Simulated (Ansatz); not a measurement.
Set up this calculation in Ansatz 0.2.0, as the native input.

| Item | Value |
| --- | --- |
| Task | single point |
| Functional | PBE |
| Potentials or basis | all-electron LAPW, scalar-relativistic |
| Cutoff | 155 eV (chosen from the basis error) |
| Basis error allowed | 0.001 eV/atom |
| k mesh | 11 × 11 × 11 |
| Occupations | gaussian, width 0.1 eV |
| Spin | no spin polarisation |

Sn:

```xyz
1
Lattice="-1.7265 1.7755 2.3383 1.7265 -1.7755 2.3383 1.7265 1.7755 -2.3383" Properties=species:S:1:pos:R:3 pbc="T T T"
Sn    0.0000    0.0000    0.0000
```

This isn't the form of Sn at room conditions, which is tetragonal (white tin).

These files were run (other wordings do the same):

input.yaml

```yaml
crystal:
  lattice:
    - [-1.726539, 1.775547, 2.338342]
    - [1.726539, -1.775547, 2.338342]
    - [1.726539, 1.775547, -2.338342]
  atoms:
    - { symbol: Sn, position: [0.0, 0.0, 0.0] }
kpoints:
  mp_grid: { grid: [11, 11, 11] }
scf:
  occupations: { method: gaussian, width: 0.1 }
hamiltonian:
  xc: pbe
  pseudopotentials: { kind: all_electron, lapw: { basis_error: 0.001 } }
output:
  forces: true
  stress: true
  eigenvalues: true
```

Potentials or basis: all-electron LAPW, scalar-relativistic.

Command:

```bash
$ ansatz run input.yaml --threads 1 --pin off --max-ram 3072MiB --backend cpu --events-out ev --progress --plain --runs-dir out
```

It gave:

```yaml
Pressure: -1.0 GPa
Band_gap_on_the_k_mesh: none (metal or under the smearing width)
```

Wall time 13 s on 1 thread of Arm Neoverse V1 (shared host), peak memory 0.34 GiB.
